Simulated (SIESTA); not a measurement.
The system is AgCl (Chlorargyrite).

```
Ag Cl
1.0
     0.00000    2.73500    2.73500
     2.73500    0.00000    2.73500
     2.73500    2.73500    0.00000
Ag Cl
1 1
Direct
  0.00000 0.00000 0.00000
  0.50000 0.50000 0.50000
```

Base run:

| Quantity | Value |
| --- | --- |
| Program | SIESTA 5.4.2 |
| Functional | PBE |
| Potentials or basis | PseudoDojo 0.4 standard (PBE files) |
| Basis | DZP (energy shift 0.003 Ry; two zetas on semicore shells) |
| Grid cutoff | 800 Ry |
| Energy shift | 0.003 Ry |
| k mesh | 8 × 8 × 8 |
| Occupations | fermi-dirac, width 0.05 eV |
| Spin | no spin polarisation |

Its results: band gap on the k mesh 1.13 eV, indirect (least direct gap 3.52 eV); pressure 4.2 GPa.

Problem. The run is repeated on the same cell with these changes: functional from PBE to LDA; potentials or basis from PseudoDojo 0.4 standard (PBE files) to PseudoDojo 0.4 standard (LDA files). What comes out?

Solution. Band gap on the k mesh 0.87 eV, indirect (least direct gap 3.32 eV); pressure -3.5 GPa.

Caveats: short orbitals over semicore shells can move pressures by several GPa; the basis of atomic orbitals isn't converged, which shifts pressures, moduli and gaps; the basis holds too few empty states to meet the f-sum rule, so the spectrum is short of weight at high energy (some runs).
